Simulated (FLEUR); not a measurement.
As in FLEUR: convergence with muffin-tin radii scaled

Input of the first run (muffin-tin radii scaled 0.75); the others differ in this setting and in those tied to it:

The input inp.xml:

```xml
<?xml version="1.0" encoding="UTF-8" standalone="no"?>
<fleurInput fleurInputVersion="0.39">
   <comment>
      As                                                                                                  
   </comment>
   <calculationSetup>
      <cutoffs Kmax="4.14" Gmax="12.8" GmaxXC="12.8" numbands="0"/>
      <scfLoop itmax="60" minDistance="0.00001" maxIterBroyd="15" imix="Anderson" alpha="0.05" precondParam="0.0" spinf="2.0" sdNocoIR="T"/>
      <coreElectrons ctail="T" frcor="F" kcrel="0" coretail_lmax="0"/>
      <xcFunctional name="vwn" relativisticCorrections="F"/>
      <magnetism jspins="1"/>
      <soc l_soc="F" theta="0.0" phi="0.0" spav="F"/>
      <expertModes spex="0" secvar="F"/>
      <geometryOptimization l_f="T" forcealpha="1.0" forcemix="BFGS" epsdisp="0.0005" epsforce="0.0002"/>
      <ldaU l_linMix="F" mixParam="0.05" spinf="1.0"/>
   </calculationSetup>
   <cell>
      <bzIntegration valenceElectrons="21.0" mode="hist" fermiSmearingEnergy="0.00183747">
         <kPointListSelection listName="default-1"/>
         <!-- k-points included here -->
         <xi:include xmlns:xi="http://www.w3.org/2001/XInclude" href="kpts.xml"> </xi:include>
      </bzIntegration>
      <!-- symmetry operations included here -->
      <xi:include xmlns:xi="http://www.w3.org/2001/XInclude" href="sym.xml"> </xi:include>
      <bulkLattice scale="1.0">
         <bravaisMatrix>
            <row-1>    5.1092180249967791     0.0000000000000000     0.0000000000000000</row-1>
            <row-2>    0.0000000000000000     5.1092180249967791     0.0000000000000000</row-2>
            <row-3>    0.0000000000000000     0.0000000000000000     5.1092180249967791</row-3>
         </bravaisMatrix>
      </bulkLattice>
   </cell>
   <atomSpecies>
      <species name="Arsenic (As)" element="As" atomicNumber="33">
         <mtSphere radius="1.778" gridPoints="783" logIncrement="0.016"/>
         <atomicCutoffs lmax="9" lnonsphr="9"/>
         <electronConfig flipSpins="F">
            <coreConfig>(1s1/2) (2s1/2) (2p1/2) (2p3/2) (3s1/2)</coreConfig>
            <valenceConfig>(3p1/2) (3p3/2) (4s1/2) (3d3/2) (3d5/2) (4p1/2) (4p3/2)</valenceConfig>
            <stateOccupation state="(4p1/2)" spinUp="0.500000" spinDown="0.500000"/>
            <stateOccupation state="(4p3/2)" spinUp="1.000000" spinDown="1.000000"/>
         </electronConfig>
         <energyParameters s="4" p="4" d="3" f="4"/>
         <lo type="SCLO" l="1" n="3" eDeriv="0"/>
         <lo type="SCLO" l="1" n="3" eDeriv="1"/>
         <lo type="HELO" l="2" n="4" eDeriv="0"/>
         <lo type="HELO" l="2" n="4" eDeriv="1"/>
         <lo type="SCLO" l="0" n="4" eDeriv="2"/>
         <lo type="SCLO" l="3" n="4" eDeriv="2"/>
      </species>
   </atomSpecies>
   <atomGroups>
      <atomGroup species="Arsenic (As)">
         <relPos label="                   1">1.000/2.000 1.000/2.000 1.000/2.000</relPos>
         <force calculate="T" relaxXYZ="TTT"/>
      </atomGroup>
   </atomGroups>
   <output dos="F" band="F" slice="F">
      <checks vchk="F" cdinf="F"/>
      <bandDOS minEnergy="-.5*Htr" maxEnergy="0.5*Htr" sigma="0.015" storeEVData="T"/>
      <vacuumDOS vacdos="F" integ="F" star="F" nstars="0" locx1="0.0" locy1="0.0" locx2="0.0" locy2="0.0" nstm="0" tworkf="0.0"/>
      <unfoldingBand unfoldBand="F" supercellX="1" supercellY="1" supercellZ="1"/>
      <plotting iplot="0" polar="F">
         <plot TwoD="T" vec1="  1.0  0.0  0.0" vec2="  0.0  1.0  0.0" vec3="  0.0  0.0  1.0" zero="  0.0  0.0  0.0" file="plot"/>
      </plotting>
      <chargeDensitySlicing numkpt="0" minEigenval="0.0" maxEigenval="0.0" nnne="0" pallst="F"/>
      <specialOutput eonly="F"/>
      <moessbauerParams electricFieldGradient="T" isomerShift="T" coreHyperfine="T" valenceHyperfine="T"/>
      <magneticCircularDichroism mcd="F" energyLo="-10.0" energyUp="0.0"/>
   </output>
  <!-- We include the file relax.xml here to enable relaxations (see documentation) -->
  <xi:include xmlns:xi="http://www.w3.org/2001/XInclude" href="relax.xml"> <xi:fallback/> </xi:include>
</fleurInput>
```

crystal.txt

```
As
&input cartesian=F /
2.7036817444  0.0000000000  0.0000000000
0.0000000000  2.7036817444  0.0000000000
0.0000000000  0.0000000000  2.7036817444
1.8897261246
1.0 1.0 1.0

1
33 0.5000000000  0.5000000000  0.5000000000

&kpt div1=8 div2=8 div3=8 gamma=T /
```

Potentials or basis: all-electron, FLAPW.

Launch:

```bash
$ inpgen -f crystal.txt -profile fastHighL
$ # inp.xml edited to the form shown
$ fleur_MPI
```

This isn't the form of As at room conditions, which is rhombohedral.

Hardware: 1 thread of Arm Neoverse V1 (shared host).

```csv
muffin-tin radii scaled,"energy less the tightest run, at zero smearing (meV/atom)",SCF cycles,CPU time (s),peak memory (GiB)
0.75,551.68,12,13,0.04
0.8,201.73,12,11,0.04
0.85,70.80,12,11,0.04
0.9,22.68,12,11,0.04
0.95,5.71,12,11,0.04
1,0.00,12,11,0.04
```

Not settled before the last step: the energy (to 1 meV/atom). The tightest run that finished is the yardstick and may itself not be fully converged.
